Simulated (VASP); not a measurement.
# HgTe (Fm-3m) in VASP: further runs

Aim: see how the results for HgTe move with the level of theory and the settings. Levels: PBE, HSE06. Tasks: single point.

Everything below comes from runs of VASP 6.6.1. Logs are shortened: lines on timing, memory, paths and dates and some standing lists are left out, and cuts for length are marked.

### 1 The structure

Symmetry: Fm-3m, No. 225, cubic system. The conventional cell has a = 6.041 Å, b = 6.041 Å, c = 6.041 Å, α = 90.00°, β = 90.00°, γ = 90.00°. Hg (site symmetry m-3m) is surrounded by 6 Te at 3.02 Å. Around Te (site symmetry m-3m) lie 6 Hg at 3.02 Å.

Measurements of this composition are mostly on another form, of space group No. 216.

### 2 Single point, PBE

INCAR reads:

```
SYSTEM = HgTe
ALGO     = Fast           ! electronic algorithm
EDIFF    = 1E-6           ! SCF threshold, eV
ENCUT    = 520            ! plane-wave cutoff, eV
GGA      = PE             ! functional
ISIF     = 2              ! what is computed and relaxed
ISMEAR   = -1             ! smearing method
LASPH    = .True.         ! aspherical terms in the spheres
LCHARG   = .False.        ! write CHGCAR
LREAL    = .False.        ! projectors in reciprocal space
LWAVE    = .False.        ! write WAVECAR
NBANDS   = 16             ! bands
NELM     = 100            ! most SCF steps
PREC     = Accurate       ! precision mode
SIGMA    = 0.02           ! smearing width, eV
```

KPOINTS reads:

```
k-points
0
Gamma
  6 6 6
  0 0 0
```

POSCAR reads:

```
HgTe
1.0
    0.0000000000      3.0204014056      3.0204014056
    3.0204014056      0.0000000000      3.0204014056
    3.0204014056      3.0204014056      0.0000000000
Hg Te
1 1
Direct
    0.0000000000      0.0000000000      0.0000000000
    0.5000000000      0.5000000000      0.5000000000
```

Potentials or basis: VASP PAW PBE potentials, release 64 (Hg, Te).

Launch:

```console
$ cat potpaw_PBE.64/Hg/POTCAR potpaw_PBE.64/Te/POTCAR > POTCAR
$ mpirun -np 1 vasp_std > vasp.out
```

OUTCAR:

```text
SYSTEM = HgTe
   EDIFF = 1E-6
   ENCUT = 520
   GGA = PE
   ISIF = 2
   ISMEAR = -1
   LASPH = .True.
   LREAL = .False.
   NELM = 100
   PREC = Accurate

 ion  position               nearest neighbor table
   1  0.000  0.000  0.000-   2 3.02   2 3.02   2 3.02   2 3.02   2 3.02   2 3.02
   2  0.500  0.500  0.500-   1 3.02   1 3.02   1 3.02   1 3.02   1 3.02   1 3.02

  LATTYP: Found a face centered cubic cell.
 ALAT       =     6.0408028112

  Lattice vectors:

 A1 = (   0.0000000000,   3.0204014056,   3.0204014056)
 A2 = (   3.0204014056,   0.0000000000,   3.0204014056)
 A3 = (   3.0204014056,   3.0204014056,   0.0000000000)

Analysis of symmetry for initial positions (statically):
=====================================================================
 Subroutine PRICEL returns:
 Original cell was already a primitive cell.

 Routine SETGRP: Setting up the symmetry group for a
 face centered cubic supercell.

 Subroutine GETGRP returns: Found 48 space group operations
 (whereof 48 operations were pure point group operations)
 out of a pool of 48 trial point group operations.

The static configuration has the point symmetry O_h .

Analysis of symmetry for dynamics (positions and initial velocities):
=====================================================================
 Subroutine PRICEL returns:
 Original cell was already a primitive cell.

 Routine SETGRP: Setting up the symmetry group for a
 face centered cubic supercell.

 Subroutine GETGRP returns: Found 48 space group operations
 (whereof 48 operations were pure point group operations)
 out of a pool of 48 trial point group operations.

The dynamic configuration has the point symmetry O_h .

 Subroutine INISYM returns: Found 48 space group operations
 (whereof 48 operations are pure point group operations),
 and found     1 'primitive' translations

----------------------------------------------------------------------------------------

                                     Primitive cell

  volume of cell :      55.1092

  direct lattice vectors                    reciprocal lattice vectors
     0.000000000  3.020401406  3.020401406    -0.165540911  0.165540911  0.165540911
     3.020401406  0.000000000  3.020401406     0.165540911 -0.165540911  0.165540911
     3.020401406  3.020401406  0.000000000     0.165540911  0.165540911 -0.165540911

  length of vectors
     4.271492632  4.271492632  4.271492632     0.286725268  0.286725268  0.286725268

  position of ions in fractional coordinates (direct lattice)
     0.000000000  0.000000000  0.000000000
     0.500000000  0.500000000  0.500000000

  ion indices of the primitive-cell ions
   primitive index   ion index
                 1           1
                 2           2

----------------------------------------------------------------------------------------

 KPOINTS: k-points

Automatic generation of k-mesh.
 Grid dimensions read from file:
 generate k-points for:    6    6    6

 Generating k-lattice:

  Cartesian coordinates                     Fractional coordinates (reciprocal lattice)
    -0.027590152  0.027590152  0.027590152     0.166666667  0.000000000  0.000000000
     0.027590152 -0.027590152  0.027590152     0.000000000  0.166666667  0.000000000
     0.027590152  0.027590152 -0.027590152     0.000000000  0.000000000  0.166666667

  Length of vectors
     0.047787545  0.047787545  0.047787545

  Shift w.r.t. Gamma in fractional coordinates (k-lattice)
     0.000000000  0.000000000  0.000000000

 Subroutine IBZKPT returns following result:
 ===========================================

 Found     16 irreducible k-points:

 Following reciprocal coordinates:
            Coordinates               Weight
  0.000000  0.000000  0.000000      1.000000
  0.166667  0.000000  0.000000      8.000000
  0.333333  0.000000  0.000000      8.000000
  0.500000  0.000000  0.000000      4.000000
  0.166667  0.166667  0.000000      6.000000
  0.333333  0.166667  0.000000     24.000000
[... 8 lines left out ...]
 -0.333333  0.333333  0.166667     24.000000
 -0.333333  0.500000  0.166667     12.000000
   k-points           NKPTS =     16   k-points in BZ     NKDIM =     16   number of bands    NBANDS=     16
   number of dos      NEDOS =    301   number of ions     NIONS =      2
   total plane-waves  NPLWV =  32768
   dimension x,y,z NGX =    32 NGY =   32 NGZ =   32
   dimension x,y,z NGXF=    64 NGYF=   64 NGZF=   64
   ions per type =               1   1
   NGX,Y,Z   is equivalent  to a cutoff of  12.45, 12.45, 12.45 a.u.
   NGXF,Y,Z  is equivalent  to a cutoff of  24.91, 24.91, 24.91 a.u.
 SYSTEM =  HgTe
   PREC   = accura    normal or accurate (medium, high low for compatibility)
   ISTART =      0    job   : 0-new  1-cont  2-samecut
   ICHARG =      2    charge: 1-file 2-atom 10-const
   ISPIN  =      1    spin polarized calculation?
   LNONCOLLINEAR =      F non collinear calculations
   LSORBIT =      F    spin-orbit coupling
   LASPH  =      T    aspherical Exc in radial PAW
   ENCUT  =  520.0 eV  38.22 Ry    6.18 a.u.   7.94  7.94  7.94*2*pi/ulx,y,z
   NELM   =    100;   NELMIN=  2; NELMDL= -5     # of ELM steps
   EDIFF  = 0.1E-05   stopping-criterion for ELM
   LREAL  =      F    real-space projection
   EDIFFG = 0.1E-04   stopping-criterion for IOM
   NSW    =      0    number of steps for IOM
   IBRION =     -1    ionic relax: 0-MD 1-quasi-New 2-CG
   NFREE  =      0    steps in history (QN), initial steepest desc. (CG)
   ISIF   =      2    stress and relaxation
   ISYM   =      2    0-nonsym 1-usesym 2-fastsym
   POTIM  = 0.5000    time-step for ionic-motion
   TEBEG  =    0.0;   TEEND  =   0.0 temperature during run
   PSTRESS=    0.0 pullay stress
   NELECT =      18.0000    total number of electrons
   NUPDOWN=      -1.0000    fix difference up-down
   EMIN   =  10.00;   EMAX   =-10.00  energy-range for DOS
   EFERMI =   0.00;   METHOD = LEGACY
   ISMEAR =    -1;   SIGMA  =   0.02  broadening in eV -4-tet -1-fermi 0-gaus
   EFERMI_NEDOS =   21; number of points for ismear=-14 and -15
   IALGO  =     68    algorithm
   IMIX   =      4    mixing-type and parameters
     AMIX     =   0.40;   BMIX     =  1.00
     AMIX_MAG =   1.60;   BMIX_MAG =  1.00
  volume/ion in A,a.u.               =      27.55       185.95
  Fermi-wavevector in a.u.,A,eV,Ry     =   1.127434  2.130541 17.294457  1.271107
  Thomas-Fermi vector in A             =   2.264120
   LORBIT       =      0    0 simple, 1 ext, 2 COOP (PROOUT), +10 PAW based schemes
   GGA     = PE    functional components
   LHFCALC =     F    Hartree Fock is set to
   AEXX    =    0.0000 exact exchange contribution
   IVDW    =     0    specifies the selected vdW correction
   LEPSILON=     F    determine dielectric tensor
   LRPA    =     F    only Hartree local field effects (RPA)
 non-spin polarized calculation
 RMM-DIIS sequential band-by-band and
  energy-cutoff  :      520.00
  volume of cell :       55.11
 maximum number of plane-waves:      1524
   NGX = 15   NGY = 15   NGZ = 15

 number of electron      18.0000002 magnetization

 Free energy of the ion-electron system (eV)
  ---------------------------------------------------
  ext. energy  EPLUGINS =         0.00000000
  ---------------------------------------------------
  free energy    TOTEN  =        -3.35936029 eV

  energy without entropy =       -3.35613554  energy(sigma->0) =       -3.35774792

 E-fermi :   4.8297     XC(G=0): -10.0139

 val. band max:        4.7054637886   @ k =   0.3333   0.0000   0.0000
 cond. band min:       4.8369075655   @ k =  -0.3333   0.1667   0.0000
 fundamental gap:      0.1314437768
 Fermi energy:         4.8296745340

 k-point     1 :       0.0000    0.0000    0.0000
  band No.  band energies     occupation
      1      -7.5236      2.00000
      2      -2.0809      2.00000
      3      -2.0809      2.00000
      4      -2.0194      2.00000
      5      -2.0194      2.00000
      6      -2.0194      2.00000
[... 8 lines left out ...]
     15      12.5738      0.00000
     16      12.5740      0.00000

 k-point     2 :       0.1667    0.0000    0.0000
  band No.  band energies     occupation
      1      -7.2747      2.00000
      2      -2.1762      2.00000
      3      -2.1762      2.00000
      4      -2.0587      2.00000
      5      -1.9792      2.00000
      6      -1.9792      2.00000
[... 8 lines left out ...]
     15      13.0488      0.00000
     16      13.0488      0.00000

 k-point     3 :       0.3333    0.0000    0.0000
  band No.  band energies     occupation
      1      -6.6487      2.00000
      2      -2.3629      2.00000
      3      -2.3629      2.00000
      4      -2.2679      2.00000
      5      -1.8863      2.00000
      6      -1.8863      2.00000
[... 8 lines left out ...]
     15      14.3455      0.00000
     16      14.3455      0.00000

 k-point     4 :       0.5000    0.0000    0.0000
  band No.  band energies     occupation
      1      -6.2157      2.00000
      2      -2.5798      2.00000
      3      -2.4506      2.00000
      4      -2.4506      2.00000
      5      -1.8381      2.00000
      6      -1.8381      2.00000
[... 8 lines left out ...]
     15      15.6952      0.00000
     16      15.6952      0.00000
[... 172 lines left out ...]
 k-point    14 :       0.5000    0.3333    0.1667
  band No.  band energies     occupation
      1      -6.4284      2.00000
      2      -2.2862      2.00000
      3      -2.2542      2.00000
      4      -2.1015      2.00000
      5      -1.8449      2.00000
      6      -1.7665      2.00000
[... 8 lines left out ...]
     15      16.2362      0.00000
     16      16.4126      0.00000

 k-point    15 :      -0.3333    0.3333    0.1667
  band No.  band energies     occupation
      1      -6.2476      2.00000
      2      -2.3633      2.00000
      3      -2.1240      2.00000
      4      -2.0668      2.00000
      5      -1.7980      2.00000
      6      -1.5997      2.00000
[... 8 lines left out ...]
     15      14.7557      0.00000
     16      17.1769      0.00000

 k-point    16 :      -0.3333    0.5000    0.1667
  band No.  band energies     occupation
      1      -6.3040      2.00000
      2      -2.2159      2.00000
      3      -2.1176      2.00000
      4      -1.9295      2.00000
      5      -1.7570      2.00000
      6      -1.2443      2.00000
[... 8 lines left out ...]
     15      16.2491      0.00000
     16      17.6565      0.00000

------------------------ aborting loop because EDIFF is reached ----------------------------------------

  FORCE on cell =-STRESS in cart. coord.  units (eV):
  Direction    XX          YY          ZZ          XY          YZ          ZX
  --------------------------------------------------------------------------------------
  -------------------------------------------------------------------------------------
  Total        0.9172163      0.9172163      0.9172163     -0.0000000     -0.0000000     -0.0000000
  in kB       26.6660296     26.6660296     26.6660296     -0.0000000     -0.0000000     -0.0000000
  external PRESSURE =      26.6660296 kB  Pullay stress =       0.0000000 kB

 VOLUME and BASIS-vectors are now :
 -----------------------------------------------------------------------------
  energy-cutoff  :      520.00
  volume of cell :       55.11
      direct lattice vectors                 reciprocal lattice vectors
     0.000000000  3.020401406  3.020401406    -0.165540911  0.165540911  0.165540911
     3.020401406  0.000000000  3.020401406     0.165540911 -0.165540911  0.165540911
     3.020401406  3.020401406  0.000000000     0.165540911  0.165540911 -0.165540911

 POSITION                                       TOTAL-FORCE (eV/Angst)
 -----------------------------------------------------------------------------------
      0.00000      0.00000      0.00000         0.000000     -0.000000      0.000000
      3.02040      3.02040      3.02040        -0.000000      0.000000     -0.000000
 -----------------------------------------------------------------------------------
    total drift:                                0.000000     -0.000000     -0.000000

  FREE ENERGIE OF THE ION-ELECTRON SYSTEM (eV)
  ---------------------------------------------------
  free  energy   TOTEN  =        -3.3593602945 eV

  energy  without entropy=       -3.3561355370  energy(sigma->0) =       -3.35774792
```

Run time: 6.7 s. Hardware: 1 thread of Intel Xeon 6975P-C (Granite Rapids), shared host; peak memory 0.17 GiB.

What came out:

```
Free energy            : -3.3594 eV
Pressure               : 2.7 GPa
Band gap on the k mesh : none (metal or under the smearing width)
```

Levels at points of the mesh, in eV from the Fermi level:
```
           k point  band 6  band 7  band 8  band 9  band 10  band 11  band 12  band 13
(0.00, 0.00, 0.00)   -6.85   -0.94   -0.86   -0.86    -0.86     7.55     7.55     7.55
(0.50, 0.00, 0.00)   -6.67   -5.73    0.19    0.19     2.50     3.73     3.82     3.82
(0.50, 0.50, 0.00)   -5.95   -4.56   -2.89   -2.49    -2.49     4.70     9.22     9.22
```

Spin-orbit coupling is left out, which matters for the levels of Hg, Te.

### 3 Single point, HSE06

POSCAR is that of step 2.

INCAR.step1 reads:

```
SYSTEM = HgTe
ALGO = Normal
EDIFF = 1E-5
ENCUT = 520
GGA = PE
ISIF = 2
ISMEAR = -1
LASPH = .TRUE.
LCHARG = .FALSE.
LREAL = .FALSE.
LWAVE = .TRUE.
NBANDS = 16
NELM = 100
PREC = Accurate
SIGMA = 0.02
```

INCAR.step2 reads:

```
SYSTEM = HgTe
ALGO = Normal
EDIFF = 1E-6
ENCUT = 520
GGA = PE
HFSCREEN = 0.2079
ISIF = 2
ISMEAR = -1
ISTART = 1
LASPH = .TRUE.
LCHARG = .FALSE.
LHFCALC = .TRUE.
LREAL = .FALSE.
LWAVE = .FALSE.
NBANDS = 16
NELM = 100
PREC = Accurate
PRECFOCK = Normal
SIGMA = 0.02
```

KPOINTS reads:

```
k-points
0
G
  4 4 4
  0 0 0
```

Potentials or basis: VASP PAW PBE potentials, release 64 (Hg, Te).

Launch:

```console
$ cat potpaw_PBE.64/Hg/POTCAR potpaw_PBE.64/Te/POTCAR > POTCAR
$ cp INCAR.step1 INCAR
$ mpirun -np 1 vasp_std > vasp.out
$ cp INCAR.step2 INCAR
$ mpirun -np 1 vasp_std > vasp.out
```

It took 4.7 min on 1 thread of Intel Xeon 6975P-C (Granite Rapids), shared host; peak memory 0.28 GiB.

Results (log left out):

* Free energy: -4.1422 eV
* Pressure: 2.3 GPa
* Band gap on the k mesh: none (metal or under the smearing width)

Levels at points of the mesh, in eV from the Fermi level:
```csv
k point,band 6,band 7,band 8,band 9,band 10,band 11,band 12,band 13
"(0.00, 0.00, 0.00)",-8.39,-1.10,-1.10,-1.10,-0.71,8.06,8.06,8.06
"(0.50, 0.00, 0.00)",-8.21,-6.69,0.00,0.00,2.81,4.19,4.19,4.45
"(0.50, 0.50, 0.00)",-7.32,-5.20,-2.94,-2.91,-2.91,5.04,10.14,10.14
```

Caveat: the k mesh is coarse (spacing up to 0.45 Å⁻¹), so the values aren't converged, least of all with exact exchange; the PAW data sets were made with another functional, which shifts forces and pressure a little. Spin-orbit coupling is left out, which matters for the levels of Hg, Te.
